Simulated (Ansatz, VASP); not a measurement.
## Two plane-wave programs on Ta4N3

```
Ta N
1.0
    -2.17856    2.17856    4.27333
     2.17856   -2.17856    4.27333
     2.17856    2.17856   -4.27333
Ta N
4 3
Direct
  0.00000 0.50000 0.50000
  0.26109 0.26109 0.00000
  0.50000 0.00000 0.50000
  0.73891 0.73891 0.00000
  0.75000 0.25000 0.50000
  0.00000 0.00000 0.00000
  0.25000 0.75000 0.50000
```

Alike in both runs: functional PBEsol; k mesh 6 × 6 × 6; occupations gaussian, width 0.1 eV; no spin polarisation.

Ansatz relaxed the structure, and its values are those at the end. VASP's run is a single point on that final structure, the one shown.

|  | VASP | Ansatz |
| --- | --- | --- |
| version | VASP 6.6.1 | Ansatz 0.2.0 |
| potentials or method | VASP PAW PBE potentials, release 64 (Ta_pv, N) | scalar-relativistic, plane waves, PAW |
| plane-wave cutoff (eV) | 520 | 420 |
| valence electrons in the cell | 59 | 67 |

```tsv
	VASP	Ansatz	Ansatz less VASP
gap on the k mesh at the Fermi level (eV)	none	none	-
pressure (GPa)	0.7	-0.1	-0.74
rms of the force components (eV/Å)	0.010	0.000	-0.0094
```

A gap of «none» marks a metal or a gap that the smearing closes. With one functional, cell and mesh, what is left measures potentials, basis and numerics. The two sets of potentials don't hold the same shells in valence.

Caveats: the PAW data sets were made with another functional, which shifts forces and pressure a little (VASP). Spin-orbit coupling is left out, which matters for the levels of Ta.
